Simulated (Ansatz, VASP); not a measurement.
## SnTe2: VASP beside Ansatz

Wanted: the spread between two codes on one cell, functional and k mesh. The cell is generated by rule, not measured, and may not be a known phase. The cell is taken from a series of runs on this material, whose earlier steps may have relaxed, scaled, displaced or heated it; both programs get it as it stands.

Main program and level: Ansatz 0.2.0; plane waves, with VASP 6.6.1 beside it; single point at PBE.

The structure was built from a prototype and need not be the compound's stable phase.

## Step 1: The structure

It takes space group Pmma (No. 51, orthorhombic). Conventional cell: a = 9.981 Å, b = 4.424 Å, c = 9.981 Å, α = 90.00°, β = 90.00°, γ = 90.00°. Nearest to Sn lie 6 Te at 2.93 to 3.10 Å. Sn has 6 Te at 2.96 to 3.02 Å nearest. Te has 3 Sn at 2.97 to 3.10 Å nearest. Nearest to Te lie 3 Sn at 2.93 to 2.96 Å. Te has 3 Sn at 2.97 to 3.02 Å nearest. Farther neighbours and most contacts between anions are not listed.

## Step 2: VASP: single point, PBE, pair 1

A single point gives forces, pressure and levels at one fixed geometry, so differences don't come from the geometry; what else differs is listed under the comparison.

Lines of VASP's logs that name or quote its potential files are left out, and so is its time.

INCAR

```
SYSTEM = SnTe2
PREC = Accurate
ENCUT = 500
EDIFF = 1E-06
NELM = 120
ISMEAR = 1
SIGMA = 0.2
LREAL = .FALSE.
ALGO = Normal
GGA = PE
NBANDS = 64
LORBIT = 11
LWAVE = .FALSE.
LCHARG = .FALSE.
ISIF = 2
LASPH = .TRUE.
GGA_COMPAT = .FALSE.
KPAR = 2
```

POSCAR

```
SnTe2
1.0
    0.0000000000      0.0000000000     -4.4240602484
   -7.0577214653     -7.0577214653      0.0000000000
   -7.0577214653      7.0577214653      0.0000000000
Sn Te
4 8
Direct
    0.0000000000      0.5088599385      0.5000000000
    0.0000000000      0.9911400615      0.0000000000
    0.5000000000      0.9998329060      0.5000000000
    0.5000000000      0.5001670940      0.0000000000
    0.0000000000      0.1986869171      0.5000000000
    0.0000000000      0.6971744638      0.0000000000
    0.0000000000      0.8028255362      0.5000000000
    0.0000000000      0.3013130829      0.0000000000
    0.5000000000      0.0140264744      0.1979306904
    0.5000000000      0.4859735256      0.6979306904
    0.5000000000      0.0140264744      0.8020693096
    0.5000000000      0.4859735256      0.3020693096
```

KPOINTS

```
Automatic mesh
0
Gamma
8 4 4
0 0 0
```

The projector-augmented-wave data sets are Sn_d and Te (PBE family, release 64).

On the command line:

```
$ mpirun -np 2 vasp_std
```

Numbers of over 12 decimals in the logs are rounded to 6 here.

The log of the run:

```text
[banner, memory and clock lines left out]
running    2 mpi-ranks, on    1 nodes
 distrk:  each k-point on    1 cores,    2 groups
 distr:  one band on    1 cores,    1 groups

 POSCAR found type information on POSCAR SnTe
 POSCAR found :  2 types and      12 ions
 LDA part: xc-table for (Slater+PW92), standard interpolation
 POSCAR, INCAR and KPOINTS ok, starting setup
 FFT: planning ... GRIDC
 FFT: planning ... GRID_SOFT
 FFT: planning ... GRID
 WAVECAR not read
 entering main loop
       N       E                     dE             d eps       ncg     rms          rms(c)
DAV:   1     0.951579287335E+03    0.95158E+03   -0.42373E+04  5760   0.162E+03
DAV:   2     0.115412521395E+03   -0.83617E+03   -0.81157E+03  6032   0.404E+02
DAV:   3    -0.296915933194E+02   -0.14510E+03   -0.14084E+03  6768   0.172E+02
DAV:   4    -0.396151042138E+02   -0.99235E+01   -0.97350E+01  6616   0.453E+01
DAV:   5    -0.400410141907E+02   -0.42591E+00   -0.42431E+00  8288   0.954E+00    0.109E+01
DAV:   6    -0.395747849412E+02    0.46623E+00   -0.10957E+00  7160   0.574E+00    0.775E+00
DAV:   7    -0.395767882577E+02   -0.20033E-02   -0.47741E-01  7208   0.239E+00    0.946E-01
DAV:   8    -0.395616588368E+02    0.15129E-01   -0.86102E-02  6984   0.150E+00    0.721E-01
DAV:   9    -0.395629922694E+02   -0.13334E-02   -0.79000E-03  7200   0.318E-01    0.163E-01
DAV:  10    -0.395631881913E+02   -0.19592E-03   -0.68053E-04  6664   0.936E-02    0.540E-02
DAV:  11    -0.395632587873E+02   -0.70596E-04   -0.19247E-04  8064   0.517E-02    0.404E-02
DAV:  12    -0.395632751486E+02   -0.16361E-04   -0.26889E-05  5616   0.173E-02    0.169E-02
DAV:  13    -0.395632846775E+02   -0.95289E-05   -0.18102E-05  5624   0.142E-02    0.506E-03
DAV:  14    -0.395632852784E+02   -0.60084E-06   -0.75605E-07  3920   0.402E-03
   1 F= -.39563285E+02 E0= -.39565122E+02  d E =0.550941E-02
```

From OUTCAR (step 2):

```text
ion  position               nearest neighbor table
   1  0.000  0.509  0.500-   7 2.93  10 2.97  12 2.97  10 2.97  12 2.97   5 3.10
   2  0.000  0.991  0.000-   6 2.93   9 2.97  11 2.97   9 2.97  11 2.97   8 3.10
   3  0.500  1.000  0.500-   7 2.96   7 2.96   5 2.97   5 2.97   9 3.02  11 3.02
   4  0.500  0.500  0.000-   6 2.96   6 2.96   8 2.97   8 2.97  10 3.02  12 3.02
   5  0.000  0.199  0.500-   3 2.97   3 2.97   1 3.10
   6  0.000  0.697  0.000-   2 2.93   4 2.96   4 2.96
   7  0.000  0.803  0.500-   1 2.93   3 2.96   3 2.96
   8  0.000  0.301  0.000-   4 2.97   4 2.97   2 3.10
   9  0.500  0.014  0.198-   2 2.97   2 2.97   3 3.02
  10  0.500  0.486  0.698-   1 2.97   1 2.97   4 3.02
  11  0.500  0.014  0.802-   2 2.97   2 2.97   3 3.02
  12  0.500  0.486  0.302-   1 2.97   1 2.97   4 3.02

  LATTYP: Found a simple tetragonal cell.
 ALAT       =     9.9811254157
 C/A-ratio  =     0.4432426269

 Subroutine GETGRP returns: Found  8 space group operations
 (whereof  4 operations were pure point group operations)

The static configuration has the point symmetry C_2v.
 The point group associated with its full space group is D_2h.

 Found     45 irreducible k-points:

   k-points           NKPTS =     45   k-points in BZ     NKDIM =     45   number of bands    NBANDS=     64

   dimension x,y,z NGX =    32 NGY =   80 NGZ =   80
   dimension x,y,z NGXF=    64 NGYF=  160 NGZF=  160

   ENCUT  =  500.0 eV  36.75 Ry    6.06 a.u.   8.07 18.20 18.20*2*pi/ulx,y,z

   NELECT =     104.0000    total number of electrons

 k-points in reciprocal lattice and weights: Automatic mesh
   0.00000000  0.00000000  0.00000000       0.008
   0.12500000  0.00000000  0.00000000       0.016
   0.25000000  0.00000000  0.00000000       0.016
   0.37500000  0.00000000  0.00000000       0.016
   0.50000000  0.00000000  0.00000000       0.008
   0.00000000  0.25000000  0.00000000       0.016
   0.00000000  0.00000000  0.25000000       0.016
   0.12500000  0.25000000  0.00000000       0.031
   0.12500000  0.00000000  0.25000000       0.031
[...]
0.37500000  0.50000000  0.50000000       0.016
   0.50000000  0.50000000  0.50000000       0.008

 average (electrostatic) potential at core
       1-102.8654       2-102.8654       3-102.8747       4-102.8747       5 -89.7161
       6 -89.5515       7 -89.5515       8 -89.7161       9 -89.6394      10 -89.6394
      11 -89.6394      12 -89.6394

 E-fermi :   4.3932

 k-point     1 :       0.0000    0.0000    0.0000
  band No.  band energies     occupation
    ...
     48       3.6414      2.00000
     49       3.7017      2.00001
     50       3.7207      2.00002
     51       4.2384      1.96627
     52       4.3840      1.07784
     53       4.4676      0.41665
     54       4.5973     -0.05419
     55       4.9399     -0.00077
     56       5.0430     -0.00004
     57       6.2920     -0.00000
    ...

 k-point     2 :       0.1250    0.0000    0.0000
  band No.  band energies     occupation
    ...
     48       3.9468      2.00704
     49       3.9468      2.00704
     50       4.1639      2.06882
     51       4.3377      1.45084
     52       4.3848      1.07137
     53       4.8245     -0.00935
     54       4.8769     -0.00331
     55       4.9136     -0.00145
     56       5.5331     -0.00000
     57       6.9167     -0.00000
    ...

 k-point     3 :       0.2500    0.0000    0.0000
  band No.  band energies     occupation
    ...
     48       4.0207      2.02429
     49       4.0396      2.03137
     50       4.0794      2.04900
     51       4.0986      2.05767
     52       4.4477      0.55754
     53       4.4676      0.41635
     54       5.0138     -0.00010
     55       5.0243     -0.00008
     56       5.9133     -0.00000
     57       7.5270     -0.00000
    ...

  Total       -0.1855469     -0.1855469     -0.1181105      0.7139708      0.0000000      0.0000000
  in kB       -0.6745037     -0.6745037     -0.4293574      2.5954401      0.0000000      0.0000000
  external PRESSURE =      -0.5927883 kB  Pullay stress =       0.0000000 kB

  energy-cutoff  :      500.00
  volume of cell :      440.74
      direct lattice vectors                 reciprocal lattice vectors
     0.000000000  0.000000000 -4.424060248     0.000000000  0.000000000 -0.226036705
    -7.057721465 -7.057721465  0.000000000    -0.070844394 -0.070844394  0.000000000
    -7.057721465  7.057721465  0.000000000    -0.070844394  0.070844394  0.000000000

 POSITION                                       TOTAL-FORCE (eV/Angst)
 -----------------------------------------------------------------------------------
     -7.12025     -0.06253      0.00000        -0.073047     -0.073047      0.000000
     -6.99519     -6.99519      0.00000         0.073047      0.073047      0.000000
    -10.58540     -3.52768     -2.21203        -0.004585     -0.004585      0.000000
     -3.53004     -3.53004     -2.21203         0.004585      0.004585      0.000000
     -4.93114      2.12658      0.00000        -0.004715     -0.004715      0.000000
     -4.92046     -4.92046      0.00000         0.022591      0.022591      0.000000
     -9.19498     -2.13726      0.00000        -0.022591     -0.022591      0.000000
     -2.12658     -2.12658      0.00000         0.004715      0.004715      0.000000
     -1.49593      1.29794     -2.21203        -0.141514     -0.178203      0.000000
     -8.35567      1.49593     -2.21203         0.178203      0.141514      0.000000
     -5.75978      5.56179     -2.21203        -0.178203     -0.141514      0.000000
     -5.56179     -1.29794     -2.21203         0.141514      0.178203      0.000000
 -----------------------------------------------------------------------------------
    total drift:                               -0.000000     -0.000000     -0.000000

  FREE ENERGIE OF THE ION-ELECTRON SYSTEM (eV)
  ---------------------------------------------------
  free  energy   TOTEN  =       -39.5632852784 eV

  energy  without entropy=      -39.5687946847  energy(sigma->0) =      -39.56512175

 total charge
# of ion       s       p       d       tot
------------------------------------------
    1        1.179   0.912  10.025  12.116
    2        1.179   0.912  10.025  12.116
    3        1.178   0.911  10.027  12.116
    4        1.178   0.911  10.027  12.116
    5        1.399   1.905   0.021   3.325
    6        1.390   1.950   0.021   3.361
    7        1.390   1.950   0.021   3.361
    8        1.399   1.905   0.021   3.325
    9        1.396   1.922   0.021   3.338
   10        1.396   1.922   0.021   3.338
   11        1.396   1.922   0.021   3.338
   12        1.396   1.922   0.021   3.338
--------------------------------------------------
tot         15.877  19.043  40.269  75.188

[... 3 further parts left out ...]
```

The run ends at a pressure of -0.06 GPa, with forces up to 0.23 eV/Å.

## Step 3: Ansatz: single point, PBE, pair 1

Ansatz runs on its default PAW (the set named soft_2) files.

The same cell, functional, mesh and smearing now go to Ansatz, which takes its cutoff from its data sets.

input.yaml

```yaml
crystal:
  lattice:
    - [0.0, 0.0, -4.4240602484]
    - [-7.0577214653, -7.0577214653, 0.0]
    - [-7.0577214653, 7.0577214653, 0.0]
  atoms:
    - { symbol: Sn, position: [0.0, 0.5088599385, 0.5] }
    - { symbol: Sn, position: [0.0, 0.9911400615, 1.0] }
    - { symbol: Sn, position: [0.5, 0.999832906, 0.5] }
    - { symbol: Sn, position: [0.5, 0.500167094, 0.0] }
    - { symbol: Te, position: [0.0, 0.1986869171, 0.5] }
    - { symbol: Te, position: [0.0, 0.6971744638, 0.0] }
    - { symbol: Te, position: [0.0, 0.8028255362, 0.5] }
    - { symbol: Te, position: [0.0, 0.3013130829, 0.0] }
    - { symbol: Te, position: [0.5, 0.0140264744, 0.1979306904] }
    - { symbol: Te, position: [0.5, 0.4859735256, 0.6979306904] }
    - { symbol: Te, position: [0.5, 0.0140264744, 0.8020693096] }
    - { symbol: Te, position: [0.5, 0.4859735256, 0.3020693096] }
kpoints:
  mp_grid: { grid: [8, 4, 4] }
hamiltonian:
  xc: pbe
scf:
  occupations: { method: methfessel_paxton, width: 0.2 }
output:
  forces: true
  stress: true
  eigenvalues: true
```

On the command line:

```
$ ansatz run input.yaml --threads 4 --pin off --max-ram 14336MiB --backend cpu --events-out ev --progress --plain --runs-dir out
```

The log of the run:

```text
Engine: ansatz 0.2.0, aarch64-unknown-linux-gnu
Pseudopotentials: kind: paw
Pseudopotential: Sn, paw, valence charge 14, recommended cutoff 420 eV (normal), Sn.paw.azcp
Pseudopotential: Te, paw, valence charge 16, recommended cutoff 420 eV (normal), Te.paw.azcp
Functional definition: PBE
  parameter kappa = 0.804
  parameter beta = 0.066725
  exchange = pbe_x(kappa = kappa, mu = beta*pi^2/3)
  correlation = pbe_c(beta = beta)
Crystal: 12 atoms, lattice volume = 440.738 Å³
Basis set: ecut = 420 eV, 8627 PW (Γ), exchange–correlation on 60×144×144 points (8 copies of the dense FFT grid, shifted against one another)
Bands: 111, of which v1, the nominal top of the filled ones, is band 92 counted from 1 (91 counted from 0)
Symmetry: 8 space group operations
Space group: Pmma (ITA 51), of the structure as read, at distance tolerance 7.6e-5 Å
k-points: 45 of 128
Non-local potential: Sn, projectors of the file, l = 0: 2, l = 1: 2, l = 2: 2, l = 3: 2
Non-local potential: Te, projectors of the file, l = 0: 2, l = 1: 2, l = 2: 2, l = 3: 2
PAW form: soft (Blöchl's): semilocal exchange-correlation on the pseudo side does not see the compensation charge
PAW one-centre angular grid: Sn, 590 points (default); XC on 64 Gauss nodes
PAW one-centre angular grid: Te, 590 points (default); XC on 64 Gauss nodes
Initial density: superposition of atomic densities (neutral atoms: chi_scale 0, normalization atom), corrected by the library's trained network
Initial wavefunctions: pseudopotential atomic-orbital guess
Functional: x = pbe(κ = 0.804, μ = 0.219515), c = pbe(β = 0.066725)
SCF iter   1: F=—  HF=-79935.549326 eV  |F-HF|=—  |Δ(HF+E_count)|=         —  Δρ=2.02e-3  dr2=2.23e-2  ethr=1.77e-3  ⟨swp⟩=7.3  Hψ=19774  notcnv=0
preconditioner: auto → LDOS  [metal: Δε(μ)=0.017 eV  Ē_g=8.114 eV  σ=0.200 eV  W_gap=0.07  n_scr=94 (ndim 8)  ℏωp=14.2 eV  f_vac=0.080  D(μ)=8.41/eV (n_scr^D=42)  β→1.0]
SCF iter   2: F=—  HF=-79935.544880 eV  |F-HF|=—  |Δ(HF+E_count)|=   4.45e-3  S|Δr|=    0.00e0  Δρ=1.07e-3  dr2=5.37e-3  ethr=1.21e-5  ⟨swp⟩=2.2  Hψ=10028  notcnv=0
SCF iter   3: F=—  HF=-79935.543187 eV  |F-HF|=—  |Δ(HF+E_count)|=   1.69e-3  S|Δr|=    0.00e0  Δρ=3.63e-4  dr2=7.57e-4  ethr=2.92e-6  ⟨swp⟩=2.0  Hψ=8568  notcnv=0
SCF iter   4: F=—  HF=-79935.543021 eV  |F-HF|=—  |Δ(HF+E_count)|=   1.66e-4  S|Δr|=    0.00e0  Δρ=8.71e-5  dr2=3.01e-5  ethr=4.12e-7  ⟨swp⟩=2.0  Hψ=8566  notcnv=0
SCF iter   5: F=—  HF=-79935.542955 eV  |F-HF|=—  |Δ(HF+E_count)|=   6.62e-5  S|Δr|=    0.00e0  Δρ=2.45e-5  dr2=5.54e-6  ethr=1.64e-8  ⟨swp⟩=2.0  Hψ=8826  notcnv=0
SCF iter   6: F=—  HF=-79935.542956 eV  |F-HF|=—  |Δ(HF+E_count)|=   8.72e-7  S|Δr|=    0.00e0  Δρ=7.24e-6  dr2=4.05e-7  ethr=3.01e-9  ⟨swp⟩=2.0  Hψ=6769  notcnv=0
SCF iter   7: F=-79935.542956 eV  HF=-79935.542956 eV  |F-HF|=4.34e-8  |Δ(HF+E_count)|=   2.26e-9  S|Δr|=    0.00e0  Δρ=2.66e-6  dr2=5.87e-8  ethr=5.43e-11  ⟨swp⟩=11.9  Hψ=24738  notcnv=0
SCF 1 converged in 7 iterations: F = -79935.542956 eV  dr2 = 5.87e-8
  greatest PAW one-centre occupation: 0.998 electrons in one spin orbital (limit 2), on the Te atom at site 6 (counted from 0), in its partial waves of l = 2
SCF converged after 7 iterations
Stability not checked: this state was not tested for a lower state beside it, because cold or Methfessel-Paxton smearing, or corrected tetrahedra, fill the levels in a way that the test cannot read (fill_not_monotonic; see scf.lower_state_search)
Free energy (F): -79935.542956 eV
Harris-Foulkes:  -79935.542956 eV  (|F-HF|=4.34e-8)
Internal energy: -79935.548605 eV  (E = F + TS)
E sigma→0 (E₀):  -79935.544368 eV
Entropy (-TS):   0.005649 eV (0.471 meV/atom)
Fermi energy:    6.807798 eV
--- Per-component energies (eV) ---
  E_band       = -2817.338600
  E_kinetic    = 2182.653456
  E_local      = -16250.342810  (includes V_loc(G=0)·N_el)
  E_nonlocal   = -2609.015653
  E_hartree    = 9768.737313
  E_xc         = -2516.044426
  E_vxc        = -1206.193104  (∫ρ·V_xc dr)
  E_paw        = -53851.008766  (= ΣΔE_a)
  E_vpaw       = -4471.915286  (= ΣTr[D̂ρ^β])
  E_aug_tail   = -0.001520  (compensation charges beyond the density's cutoff)
  E_ewald      = -16660.526199
  E_smearing   = 0.005649  (= −TS)
  E_closure    = 0.000000  (closes the sum)
  Σ components = -79935.542956   (vs F -79935.542956, Δ=0.00e0)
--- Forces (eV/Å), atoms counted from 1 ---
  atom   1  Sn    -0.07635673    -0.07635673     0.00000000
  atom   2  Sn     0.07635673     0.07635673     0.00000000
  atom   3  Sn    -0.00357756    -0.00357756     0.00000000
  atom   4  Sn     0.00357756     0.00357756     0.00000000
  atom   5  Te    -0.00214875    -0.00214875     0.00000000
  atom   6  Te     0.02363645     0.02363645     0.00000000
  atom   7  Te    -0.02363645    -0.02363645     0.00000000
  atom   8  Te     0.00214875     0.00214875     0.00000000
  atom   9  Te    -0.14129931    -0.18178565     0.00000000
  atom  10  Te     0.18178565     0.14129931     0.00000000
  atom  11  Te    -0.18178565    -0.14129931     0.00000000
  atom  12  Te     0.14129931     0.18178565     0.00000000
  max |Σ_I F_I| component: 2.78e-17 eV/Å
--- Stress (GPa, compression-positive) ---
       -0.050110       0.261108       0.000000
        0.261108      -0.050110       0.000000
        0.000000       0.000000      -0.037354
  P = ⅓ Tr σ = -0.0459 GPa (-0.459 kbar)
--- Band table (eV; the first three rows and the last of 45) ---
  k-point 0: bands = [... 88 lower, 6.1142, 6.1332, 6.6511, 6.7988, 6.8816, 7.0128, 7.3549, 7.4583, ... 15 higher]
  k-point 1: bands = [... 88 lower, 6.2547, 6.2950, 6.5901, 6.7605, 6.7852, 7.0405, 7.2058, 7.4057, ... 15 higher]
  k-point 2: bands = [... 88 lower, 6.4043, 6.4043, 6.5569, 6.5569, 6.8789, 6.8789, 7.2321, 7.2321, ... 15 higher]
  k-point 44: bands = [... 88 lower, 6.3950, 6.3950, 6.4126, 6.4126, 7.7540, 7.7540, 7.7677, 7.7677, ... 15 higher]
```

The column dr2 measures how far the density is from self-consistency, as an energy; F and HF (Harris–Foulkes) agree once it is small.

The run ends at a pressure of -0.05 GPa, with forces up to 0.23 eV/Å.

## Step 4: Differences

Known differences besides the potentials themselves: the data sets hold 184 valence electrons in Ansatz (on its default PAW (the set named soft_2) files) and 104 in VASP; the cutoff is 420 eV in Ansatz and 500 eV in VASP. Total energies have different zeros and are not compared.

Compared:

```tsv
quantity	Ansatz	VASP	difference
pressure (GPa)	-0.05	-0.06	+0.01
```

Forces on 8 of the 12 atoms, those with the largest forces and the largest differences (eV/Å; atoms numbered as in POSCAR):

```tsv
atom	Ansatz x, y, z	VASP x, y, z
Sn1	-0.076, -0.076, 0.000	-0.073, -0.073, 0.000
Sn2	0.076, 0.076, 0.000	0.073, 0.073, 0.000
Te7	-0.024, -0.024, 0.000	-0.023, -0.023, 0.000
Te8	0.002, 0.002, 0.000	0.005, 0.005, 0.000
Te9	-0.141, -0.182, 0.000	-0.142, -0.178, 0.000
Te10	0.182, 0.141, 0.000	0.178, 0.142, 0.000
Te11	-0.182, -0.141, 0.000	-0.178, -0.142, 0.000
Te12	0.141, 0.182, 0.000	0.142, 0.178, 0.000
```

The forces differ by 1.9 meV/Å r.m.s., which is 2.4 % of the r.m.s. force of 0.080 eV/Å (both taken over all components).

[end of part 1 of 2]

[Lines on the potential files, build, host, timing and source positions are cut from VASP's logs without a mark.]

[Logs are printed without paths, hosts, clocks, repeated set-up lines and the standing remarks that a program may print on its own settings, such as how far it seeks lower states.]

[Hosts, paths, dates, database ids (printed as entryN), source tags and the programs' standing remarks are cut or masked in the printed files.]
